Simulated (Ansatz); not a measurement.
# Mg2Si: the cost of one run

Method: DFT PBEsol, frozen-core PAW and all-electron LAPW, scalar-relativistic unless said, in Ansatz 0.2.0.

The COD entry's cell or inner coordinates are ideal or old and differ from later refinements, so a difference from it is no clean test against experiment.

### Step 1. The system as given

It takes space group Fm-3m (No. 225, cubic). The conventional cell has a = 6.391 Å, b = 6.391 Å, c = 6.391 Å, α = 90.00°, β = 90.00°, γ = 90.00°. Around Mg (site symmetry -43m) lie 4 Si at 2.77 Å. Around Si (site symmetry m-3m) lie 8 Mg at 2.77 Å.

Coordinates:

```cif
data_structure
_symmetry_space_group_name_H-M 'Fm-3m'
_symmetry_Int_Tables_number 225
_cell_length_a 6.3910
_cell_length_b 6.3910
_cell_length_c 6.3910
_cell_angle_alpha 90.000
_cell_angle_beta 90.000
_cell_angle_gamma 90.000
_cell_volume 261.04
loop_
_atom_site_label
_atom_site_type_symbol
_atom_site_symmetry_multiplicity
_atom_site_Wyckoff_symbol
_atom_site_fract_x
_atom_site_fract_y
_atom_site_fract_z
_atom_site_occupancy
Mg1 Mg 8 c 0.25000 0.75000 0.75000 1
Si1 Si 4 a 0.00000 0.00000 0.00000 1
```

Cartesian axes are those of the input's lattice vectors. The structure goes back to a database entry.

### Step 2. Cell and atoms relaxed, PAW

input.yaml reads:

```yaml
crystal:
  lattice:
    - [0.0, 3.1955, 3.1955]
    - [3.1955, 0.0, 3.1955]
    - [3.1955, 3.1955, 0.0]
  atoms:
    - { symbol: Mg, position: [0.25, 0.25, 0.25] }
    - { symbol: Mg, position: [0.75, 0.75, 0.75] }
    - { symbol: Si, position: [0.0, 0.0, 0.0] }
kpoints:
  mp_grid: { grid: [8, 8, 8] }
scf:
  occupations: { method: fermi_dirac, width: 0.08 }
hamiltonian:
  xc: pbesol
  pseudopotentials: { kind: paw }
relax:
  f_tol: 0.002
  max_steps: 80
  cell: {}
output:
  forces: true
  stress: true
  write_density: true
  write_potential: true
  elf: true
  volumetric_format: npy
```

On the command line:

```
> ansatz run input.yaml --threads 2 --pin off --max-ram 6144MiB --backend cpu --events-out ev --progress --plain --runs-dir out
```

Q: Estimate wall time and peak memory on 2 threads of Arm Neoverse V2, shared host.

About 2.9 s, with a peak of 0.33 GiB.
